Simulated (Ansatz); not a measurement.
This is a field-response calculation (clamped ions) with Ansatz on AlN in the rocksalt structure; the level of theory is r2SCAN. The cell was relaxed with r2SCAN and then strained (epitaxial +2.0 % in the plane normal to [111], free normal strain -0.27 %), with the atoms relaxed again with r2SCAN; k points keep the names of the unstrained zone.

```yaml
crystal:
  lattice:
    - [-0.0305421262, 2.028703695, 2.028703695]
    - [2.028703695, -0.0305421262, 2.028703695]
    - [2.028703695, 2.028703695, -0.0305421262]
  atoms:
    - { symbol: Al, position: [0.0, 0.0, 0.0] }
    - { symbol: "N", position: [0.5, 0.5, 0.5] }
kpoints:
  mp_grid: { grid: [10, 10, 10] }
hamiltonian:
  xc: r2scan
scf:
  occupations: { method: fixed }
dielectric: {}
```

Some lines of the output have been replaced by numbered gaps.
```
Functional definition: r2SCAN
Crystal: 2 atoms, lattice volume = 17.076 Å³
[1]
Bands: 8, of which v1, the nominal top of the filled ones, is band 4 counted from 1 (3 counted from 0)
Symmetry: 12 space group operations
[2]
Free energy (F): -928.118363 eV
Fermi energy:    10.784496 eV
  ε∞ (high-frequency dielectric tensor):
        4.859509    -0.043318    -0.043318
       -0.043318     4.859509    -0.043318
       -0.043318    -0.043318     4.859509
  Born effective charges Z* (e; rows j = field, columns β = displacement):
    site 0:
[3]
    site 1:
[4]
  ε∞ is read to err by 1.2e-2, Z* by 1.1e-2 e
```

Q: What stood in the gaps? They hold the Born charges, cutoff and plane waves at Γ, the count of irreducible k points.

A:
```
[1]
Basis set: ecut = 500 eV, 435 PW (Γ)
[2]
k-points: 282 of 1000 (irreducible under 2 space group operations, time reversal used)
[3]
         2.99907   -0.01639   -0.01639
        -0.01639    2.99907   -0.01639
        -0.01639   -0.01639    2.99907
[4]
        -2.99907    0.01639    0.01639
         0.01639   -2.99907    0.01639
         0.01639    0.01639   -2.99907
```

ε∞: a tensor with principal values 4.77, 4.90, 4.90. Born charges, averaged over directions: Al +3.00, N -3.00 e.

Run as `ansatz run input.yaml --threads 2 --pin off --max-ram 29491MiB --backend cpu --events-out ev --progress --plain --runs-dir out`. It took 18 s on 2 threads of AMD EPYC 7R13 Processor (Zen 3), with other jobs on the host; peak host memory 0.77 GiB.

No spin polarisation. The prototype was imposed, so other structures may be more stable.
